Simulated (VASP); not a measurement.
Hf, 1 atom in the cell. The cell holds a sheet with vacuum, 1 atom: a = 2.779 Å, b = 2.779 Å, c = 23.800 Å, α = 90.00°, β = 90.00°, γ = 90.00°. The cell was built by a generator and needn't be a form met in nature.

```yaml
Program: VASP 6.6.1
Task: work function
Functional: PBE
Potentials_or_basis: VASP PAW PBE potentials, release 64 (Hf_pv)
Cutoff: 520 eV
k_mesh: 10 × 10 × 1
Occupations: fermi-dirac, width 0.05 eV
Spin: no spin polarisation
Dipole_correction: yes
Further_INCAR_settings: ALGO = Normal; EDIFF = 1e-06; EFIELD = 0
```

Potentials or basis: VASP PAW PBE potentials, release 64 (Hf_pv).

Launch:

```sh
$ cat potpaw_PBE.64/Hf_pv/POTCAR > POTCAR
$ mpirun -np 1 vasp_std > vasp.out
```

Hardware: 1 thread of AMD EPYC 9R45 96-Core Processor (Zen 5) (shared host).

Question: Estimate the wall time of this run.

Answer: Run time: 36 s on 1 thread of AMD EPYC 9R45 96-Core Processor (Zen 5), on a shared host, peak memory 0.28 GiB. Counts: scf iterations 20, k points 21.
